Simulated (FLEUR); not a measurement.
Co under changes of volume

One of the cells (10.640 Å³/atom); the others are scaled copies at fixed shape and fractional positions:

```
CELL_PARAMETERS angstrom
2.47200 0.00000 0.00000
-1.23600 2.14081 0.00000
0.00000 0.00000 4.02114
ATOMIC_POSITIONS crystal
Co 0.66667 0.33333 0.75000
Co 0.33333 0.66667 0.25000
```

| Quantity | Value |
| --- | --- |
| Program | FLEUR MaX-R8.1 (later development tree) |
| Functional | r2SCAN |
| Potentials or basis | all-electron |
| Basis | FLAPW |
| Kmax | 4.69 1/bohr |
| k mesh | 12 × 12 × 7 |
| Occupations | fermi-dirac, width 0.05 eV |
| Spin | collinear spin, ferromagnetic start |
| Starting moments | [2.0, 2.0] μB |

```tsv
volume (Å³/atom)	energy over the lowest point (meV/atom)	moment (μB per cell)
10.002	?	?
10.215	14.05	3.48
10.640	0.00	3.56
11.066	10.83	3.59
11.279	24.28	3.59
```

**Question.** What does the run at 10.002 Å³/atom give?

**Answer.** Energy over the lowest point 31.52 meV/atom; moment 3.43 μB per cell.

Worked out: A Birch-Murnaghan fit of order 2 (a polynomial in V^(-2/3)) to the other rows has its minimum at 10.65 Å³/atom with B0 = V·E''(V) = 233 GPa at fixed shape and positions, which overstates the stiffness. It gives 32.18 meV/atom at 10.002 Å³/atom, against the run's 31.52. A parabola through the other rows of the moment, of slope 0.297 μB per Å³/atom there, extrapolates to 3.42 μB, against the run's 3.43.

Energies are extrapolated to zero smearing.

Caveats: the meta-GGA is that of a development version, with a GGA for the radial functions and cores and without core tails.
